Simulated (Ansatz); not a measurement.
Bi, DFT, PBE, all-electron PAW with datasets made for the crystal, scalar-relativistic (Ansatz 0.2.0), run on 1 thread of Arm Neoverse V1 on a shared host.

The geometry is COD entry 9011614, unchecked; take it as a test cell. The listed cell was then made from it by scaling, straining or moving an atom.

Command: `ansatz run input.yaml --threads 1 --pin off --max-ram 2048MiB --backend cpu --events-out ev --progress --plain --runs-dir out`

```yaml
crystal:
  lattice:
    - [4.5618669449, 0.0, 0.0]
    - [-2.2809334725, 3.950692663, 0.0]
    - [0.0, 0.0, 11.71071]
  atoms:
    - { symbol: Bi, position: [0.3333333333, 0.6666666667, 0.25] }
    - { symbol: Bi, position: [0.6666666667, 0.3333333333, 0.75] }
kpoints:
  mp_grid: { grid: [9, 9, 3] }
scf:
  occupations: { method: fermi_dirac, width: 0.03 }
hamiltonian:
  xc: pbe
  pseudopotentials: { kind: all_electron, datasets: crystal }
output:
  forces: true
  stress: true
  eigenvalues: true
  efg: { contact_densities: true }
```

(1) How large is the problem that the program sets up?

(2) About how long does it take, and how much memory does it use?

(3) And the same cell and mesh by LAPW (all electrons), asked for forces, stress, eigenvalues, on the same hardware?

(4) And the same cell and mesh by PAW (frozen-core files), asked for forces, stress, eigenvalues, efg, write_density, write_potential, elf, on the same hardware?

Results:

(1) 24 irreducible k-points, 1757 plane waves at Γ, 19 bands.

(2) 8.4 s of wall time for 9 SCF iterations, with a peak of 0.44 GiB. Times on shared machines scatter by tens of per cent.

(3) 6.3 s, peak memory 0.26 GiB.

(4) 9.1 s, peak memory 0.48 GiB.
